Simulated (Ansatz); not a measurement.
# SiNi3: random displacements

These are results of Ansatz, DFT PBEsol, scalar-relativistic, plane waves, PAW, not measurements. Cutoff 420 eV, Γ-centred 14×14×14 k-points, Gaussian smearing of 0.15 eV. No spin polarisation. A magnetic state may lie lower. Energies are free energies at this smearing, counted from the undisturbed cell; pressure is positive in compression.

The undisturbed cell (relaxed at this level; it needn't be the usual structure):

```
Si Ni
1.0
     3.46125    0.00000    0.00000
     0.00000    3.46125    0.00000
     0.00000    0.00000    3.46125
Si Ni
1 3
Direct
  0.00000 0.00000 0.00000
  0.00000 0.50000 0.50000
  0.50000 0.00000 0.50000
  0.50000 0.50000 0.00000
```

The atoms are displaced (Å, in the unstrained cell):

```
atom ux uy uz
 Si1  -0.271  -0.102  -0.237
 Ni2   0.030  -0.017   0.155
 Ni3   0.208  -0.124  -0.064
 Ni4   0.033   0.243   0.146
```

Strain (Voigt, engineering shear): (0.0119, 0.0084, 0.0148, -0.0031, -0.0029, -0.0153).

Task: What are the energy change, the stress and the forces?

Result: ΔE = 500.5 meV/atom; stress (xx, yy, zz, yz, xz, xy; compression positive) (13.09, 20.00, 25.77, 11.73, 8.45, 10.27) GPa.
```tsv
atom	Fx (eV/Å)	Fy	Fz
Si1	4.07	2.53	2.52
Ni2	1.28	-1.32	-1.06
Ni3	-3.11	3.65	0.47
Ni4	-2.24	-4.87	-1.93
```

Cost: 1 run of about 1.9 core-minutes, on Intel Xeon Platinum 8488C (Sapphire Rapids) (shared hosts).